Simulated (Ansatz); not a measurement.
## Calculated ¹⁷O NMR of the central transition for SiO2 at a changed volume

Cell: a COD entry, relaxed with PBE at fixed cell and then changed (volume scaled by 0.96, ions relaxed).

Space group P2_13 (No. 198); a = 7.0632 Å.

```csv
site,Wyckoff,site symmetry,x,y,z
Si1,4a,.3.,0.2869,0.2869,0.2869
Si5,4a,.3.,0.0234,0.0234,0.0234
O9,4a,.3.,0.1550,0.1550,0.1550
O13,12b,1,0.6391,0.6683,0.0304
```

One atom of each set is listed.

All values are calculated (Ansatz; DFT, PBE, plane waves and PAW, scalar-relativistic, 420 eV cutoff, Γ-centred 4×4×4 k-points, Fermi–Dirac smearing 0.02 eV), not measured.

¹⁷O has I = 5/2 and Q = -25.58 mb (Pyykkö 2018); at 14.1 T its Larmor frequency is ν₀ = 81.4 MHz. Only the quadrupole interaction is simulated: positions count from each site's isotropic chemical shift, and J coupling is left out, as are shift anisotropy and dipolar coupling, which fast spinning averages.

(1) What does the ¹⁷O spectrum (fast magic-angle spinning) show for each site?

Results:

(1) 

```
site                      first shell  C_Q (MHz)     η  P_Q (MHz)  δ_QIS (ppm)  breadth (kHz)
  O9       2 Si at 1.61 Å, angle 180°      -6.53  0.00       6.53        -38.5           6.72
 O13  2 Si at 1.62–1.63 Å, angle 141°      -5.79  0.23       5.84        -30.9           5.70
```

δ_QIS = −(ν_Q²/30ν₀²)[I(I+1) − 3/4](1 + η²/3) × 10⁶ ppm with ν_Q = 3|C_Q|/[2I(2I−1)]; it falls as 1/B₀² in ppm, and the breadth as 1/B₀ in kHz.

An axis of threefold or higher order runs through O9, so V_zz lies along it and η is zero. At O13 V_zz runs parallel to the line that joins its two neighbours (within 1°).

The database positions were far from equilibrium, so the relaxed structure may not be the compound's real one.
